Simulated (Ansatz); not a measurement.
# AlN (CsCl type): how the settings move a single-point run

How sensitive is a single-point run of AlN (CsCl type) to its settings? A reference run comes first, then one run with altered input.

Program: Ansatz 0.2.0. Level of theory: reference: DFT, PBE, PAW with Ansatz's default frozen-core files, scalar-relativistic. These are calculated values, not measurements.

### 1 The starting structure

The structure is cubic, space group Pm-3m (No. 221). Conventional cell: a = 2.505 Å, b = 2.505 Å, c = 2.505 Å, α = 90.00°, β = 90.00°, γ = 90.00°. Around Al (site symmetry m-3m) lie 8 N at 2.17 Å. Around N (site symmetry m-3m) lie 8 Al at 2.17 Å.

As a file:

```
CELL_PARAMETERS angstrom
2.50540 0.00000 0.00000
0.00000 2.50540 0.00000
0.00000 0.00000 2.50540
ATOMIC_POSITIONS crystal
Al 0.00000 0.00000 0.00000
N 0.50000 0.50000 0.50000
```

### 2 The reference run

input.yaml

```yaml
crystal:
  lattice:
    - [2.5053991744, 0.0, 0.0]
    - [0.0, 2.5053991744, 0.0]
    - [0.0, 0.0, 2.5053991744]
  atoms:
    - { symbol: Al, position: [0.0, 0.0, 0.0] }
    - { symbol: "N", position: [0.5, 0.5, 0.5] }
kpoints:
  mp_grid: { grid: [15, 15, 15] }
scf:
  occupations: { method: fermi_dirac, width: 0.1 }
hamiltonian:
  xc: pbe
  pseudopotentials: { kind: paw }
output:
  forces: true
  stress: true
  eigenvalues: true
  populations: true
  write_density: true
  write_potential: true
  elf: true
  volumetric_format: npy
```

Launch:

```bash
$ ansatz run input.yaml --threads 1 --pin off --max-ram 2048MiB --backend cpu --events-out ev --progress --plain --runs-dir out
```

### 3 Changing settings: occupations.width 0.01, dispersion d4, ecutwfc 18.4 Ry

input.yaml: that of step 2 with these lines changed.

```diff
@@ -11,3 +11,3 @@
 scf:
-  occupations: { method: fermi_dirac, width: 0.1 }
+  occupations: { method: fermi_dirac, width: 0.01 }
 hamiltonian:
@@ -15,2 +15,3 @@
   pseudopotentials: { kind: paw }
+  dispersion: d4
 output:
@@ -20,5 +21,3 @@
   populations: true
-  write_density: true
-  write_potential: true
-  elf: true
-  volumetric_format: npy
+basis:
+  ecutwfc: "18.4 Ry"
```

Before running it: what results should come out? Wanted: for each run, ending; energy change; pressure; gap; force.

The runs gave:

```tsv
run	ending	energy change	pressure (GPa)	gap (eV)	force (eV/Å)	cycles	time
reference	converged	0	31.7	0.00	0.00	6	1.3 s
1: occupations.width 0.01, dispersion d4, ecutwfc 18.4 Ry	converged	+144.8 meV/atom (σ→0) (offset of the dispersion model)	24.8	0.00	0.00	6	1.2 s
```

Times don't compare one to one where runs were asked for different outputs or read a saved state (see the inputs); cycles may leave out searches for a lower state.

Residual by cycle in the longest SCF loop of each run; runs are numbered as in the table. The quantity is the density residual dr2, in eV.

```tsv
cycle	reference	run 1
1	1.8e-4	0.0666
2	4.6e-5	0.00609
3	9.9e-7	9.1e-5
4	4.2e-8	4.8e-6
5	1.2e-10	2.3e-8
6	1.4e-11	4.0e-10
```

What this shows: Changing the smearing, dispersion term and cutoff moves the energy by +144.8 meV/atom (σ→0 values), and the pressure goes from 31.7 to 24.8 GPa. The dispersion term itself accounts for -379.9 meV/atom of it. The log warns that the cutoff is under what these potentials recommend, so the shift holds truncation error. Semilocal functionals close small gaps, so the missing gap need not be the real solid's. Run 1 ran under the cutoff that the potentials recommend, as the log warns, so basis error is mixed into its values. The structure is not at rest: the sound run finds 32 GPa, so these are no properties of the relaxed crystal. 
